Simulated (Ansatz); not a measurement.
The system is FePt (Tetraferroplatinum).

```xyz
2
Lattice="2.7235 0.0000 0.0000 0.0000 2.7235 0.0000 0.0000 0.0000 3.7200" Properties=species:S:1:pos:R:3 pbc="T T T"
Pt    1.3618    1.3618    1.8600
Fe    0.0000    0.0000    0.0000
```

```yaml
Program: Ansatz 0.2.0
Task: relaxation of cell and atoms
Functional: HSEsol
Potentials_or_basis: Ansatz PAW
Cutoff: "420 eV (not typed: the program's choice for these potentials)"
k_mesh: 5 × 5 × 4
Occupations: fermi-dirac, width 0.05 eV
Spin: collinear spin, ferromagnetic start
Starting_moments: "[0.0, 3.0] μB"
```

At the start: volume 13.80 Å³/atom.

Q: Where does the relaxation end?

A: It ends after 5 steps and the volume is 13.81 Å³/atom (+0.1 %); space group P4/mmm (No. 123, to 0.05 Å); moment 3.90 μB per cell.

The path:
```tsv
step	energy change (eV)	largest force (eV/Å)	volume (Å³)
1	0.0000	0.0000	27.59
2	-0.0123	0.0000	27.73
3	-0.0154	0.0000	27.62
4	-0.0154	0.0000	27.62
5	-0.0154	0.0000	27.62
```

Final structure:
```cif
data_structure
_symmetry_space_group_name_H-M 'P 1'
_symmetry_Int_Tables_number 1
_cell_length_a 2.7555
_cell_length_b 2.7555
_cell_length_c 3.6380
_cell_angle_alpha 90.000
_cell_angle_beta 90.000
_cell_angle_gamma 90.000
_cell_volume 27.62
loop_
_atom_site_label
_atom_site_type_symbol
_atom_site_fract_x
_atom_site_fract_y
_atom_site_fract_z
_atom_site_occupancy
Pt1 Pt 0.50000 0.50000 0.50000 1
Fe1 Fe 0.00000 0.00000 0.00000 1
```

Caveat: the k mesh is coarse (spacing up to 0.46 Å⁻¹), so the values aren't converged, least of all with exact exchange; the magnetic or orbital state may not be the lowest; the plane-wave basis is chosen anew once the cell has moved, so the energies of steps on either side of that aren't comparable; the PAW data sets come from PBE, with cores solved anew for the run's functional, which leaves a small shift of forces and pressure.
